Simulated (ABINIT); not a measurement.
Here is an ABINIT 10.8.3 (patched build) calculation.

Contents of run.abi:

```
# Datasets: ground state, then fixed potential
ndtset 2

# Pseudopotentials
pp_dirpath "./"
pseudos "La.LDA_PW-JTH.xml, O.LDA_PW-JTH.xml"

# Structure
acell 6.3702727145 6.3702727145 3.2898942108 Angstrom
rprim
     1.0000000000     0.0000000000     0.0000000000
    -0.5000000000     0.8660254038     0.0000000000
     0.0000000000     0.0000000000     1.0000000000
ntypat 2
znucl 57 8
natom 5
typat 1 1 2 2 2
xred
     0.6666666667     0.3333333333     0.4981030000
     0.3333333333     0.6666666667     0.5018970000
     0.5046070000     0.0000000000     0.0000000000
     0.0000000000     0.5046070000     0.0000000000
     0.4953930000     0.4953930000     0.0000000000

# Plane-wave basis
ecut 23.0
pawecutdg 45.0

# Exchange and correlation
ixc 7

# Bands and occupations
occopt 3
tsmear 0.00183747

# SCF cycle
nstep 100

# Output
iomode 3
prtwf 0
prteig 0
prtebands 0
enunit 1
prtden1 1
prtvha1 1
prtvclmb1 1
prtpot1 1

# Dataset 1
kptopt1 1
ngkpt1 5 5 8
nshiftk1 1
shiftk1 0.0 0.0 0.0
nband1 27
tolvrs1 1.0e-9

# Dataset 2: bands along G-M-K-G-A-L-H-A
iscf2 -2
getden2 1
nband2 33
nbdbuf2 4
tolwfr2 1.0e-11
kptopt2 -7
ndivsm2 6
prteig2 1
kptbounds2
     0.0000000000     0.0000000000     0.0000000000
     0.5000000000     0.0000000000     0.0000000000
     0.3333333333     0.3333333333     0.0000000000
     0.0000000000     0.0000000000     0.0000000000
     0.0000000000     0.0000000000     0.5000000000
     0.5000000000     0.0000000000     0.5000000000
     0.3333333333     0.3333333333     0.5000000000
     0.0000000000     0.0000000000     0.5000000000
```

Potentials or basis: JTH PAW LDA v2.0.

Command:

```bash
$ abinit run.abi > log 2>&1
```

Problem. Estimate the largest force.

Solution. 0.056 eV/Å.

Problem. Predict the pressure.

Solution. -4.7 GPa.

Problem. Predict the band gap on the k mesh.

Solution. 1.49 eV, indirect (least direct gap 1.93 eV).

Stress tensor (GPa, compression positive):
```
-3.97  0.00  0.00
 0.00 -3.97  0.00
 0.00  0.00 -6.13
```

Caveat: spin-orbit coupling is left out, which moves the levels of the heavy elements.
